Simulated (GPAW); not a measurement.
Runs of GPAW 26.7.0 on CsSnI3. It takes space group Pm-3m (No. 221, cubic). Conventional cell: a = 6.327 Å, b = 6.327 Å, c = 6.327 Å, α = 90.00°, β = 90.00°, γ = 90.00°. Around Cs (site symmetry m-3m) lie 12 I at 4.47 Å. I (site symmetry 4/mmm) has 2 Sn at 3.16 Å as nearest neighbours. Sn (site symmetry m-3m) is surrounded by 6 I at 3.16 Å. 

| cell | gap on the mesh (eV) |
| --- | --- |
| Pm-3m, 50.67 Å³/atom | 0.54 |
| Pm-3m, 45.89 Å³/atom | 0.09 |
| Pm-3m, 48.75 Å³/atom | 0.38 |
| Pm-3m, 46.84 Å³/atom | (a) |
| Pm-3m, 44.93 Å³/atom | none |
| Pm-3m, 47.8 Å³/atom | 0.29 |
| Pm-3m, 49.71 Å³/atom | (b) |

Alike in all rows: task dielectric tensor; level PBE; potentials or basis GPAW PAW data sets (gpaw-data 1.2.1), pw; no spin polarisation; k mesh 4 × 4 × 4; cutoff (eV) 400; smearing fermi-dirac 0.001 eV.

Q: Fill in the values left out.

A: (a) 0.19; (b) 0.46.

Caveats: the long-wavelength limit can be off by a per cent or two; the cell was measured hot, at 500 K; the gap is small at this level, which inflates the dielectric constant (some runs); spin-orbit coupling is left out, which moves the levels of the heavy elements (some runs); an odd mesh through Γ misses points on the zone boundary, where band edges often lie (some runs).

A k mesh can miss the band edges, and the runs leave out spin-orbit coupling on Cs, I, Sn.

A gap of «none» marks a metal or a gap under the smearing width.
